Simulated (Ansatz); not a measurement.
Relaxed bulk InP:

```cif
data_structure
_symmetry_space_group_name_H-M 'F-43m'
_symmetry_Int_Tables_number 216
_cell_length_a 5.9601
_cell_length_b 5.9601
_cell_length_c 5.9601
_cell_angle_alpha 90.000
_cell_angle_beta 90.000
_cell_angle_gamma 90.000
_cell_volume 211.72
loop_
_atom_site_label
_atom_site_type_symbol
_atom_site_symmetry_multiplicity
_atom_site_Wyckoff_symbol
_atom_site_fract_x
_atom_site_fract_y
_atom_site_fract_z
_atom_site_occupancy
In1 In 4 a 0.00000 0.00000 0.00000 1
P1 P 4 c 0.25000 0.25000 0.25000 1
```

Miller indices refer to the conventional cell of F-43m (No. 216), a = 5.960 Å, b = 5.960 Å, c = 5.960 Å, α = 90.00°, β = 90.00°, γ = 90.00°. The bulk's gap is 0.44 eV.

The (100) slab of 9 planes, 11.9 Å thick with 15 Å of vacuum as cut; outer planes P (top) and P (bottom).

The calculation used Ansatz, DFT PBE, scalar-relativistic, plane waves, PAW. Settings: cutoff 420 eV, Γ-centred mesh 8×8×1 on the computed 9-atom cell, Gaussian smearing of 0.05 eV; no spin polarisation. A dipole correction removes the field between periodic images along c.

The slab isn't stoichiometric (In4P5), so its surface energy depends on the chemical potentials; it is given with the excess atoms taken from the element's standard state, a limit at which the compound may itself be unstable, so the figure can be too low. This cut of an insulator is polar or leaves open shells, so the slab is metallic here; real surfaces compensate by reconstruction or adsorbates.

With the atoms at the bulk's places:

| Quantity | Value |
| --- | --- |
| Surface energy with the excess atoms taken from the elements | 1.86 J/m² |
| Gap of the slab on the mesh | none (metal or semimetal) |
| Work function | 6.18 eV |

Q: What changes when all atoms relax within this surface cell and its symmetry?

A: The energy falls by 0.010 J/m² a face, and the largest move is 0.03 Å.

```json
{"Surface energy with the excess atoms taken from the elements": "1.85 J/m²", "Gap of the slab on the mesh": "none (metal or semimetal)", "Work function": "6.15 eV"}
```

```csv
plane (bottom to top),atoms,"spacing to next, bulk (Å)",relaxed (Å),change (%)
1,P,1.490,1.437,-3.6
2,In,1.490,1.541,+3.4
3,P,1.490,1.460,-2.0
4,In,1.490,1.499,+0.6
5,P,1.490,1.499,+0.6
6,In,1.490,1.460,-2.0
7,P,1.490,1.541,+3.4
8,In,1.490,1.437,-3.6
9,P,,,
```

Gaps are read on the k points sampled, so a band crossing between them can be missed.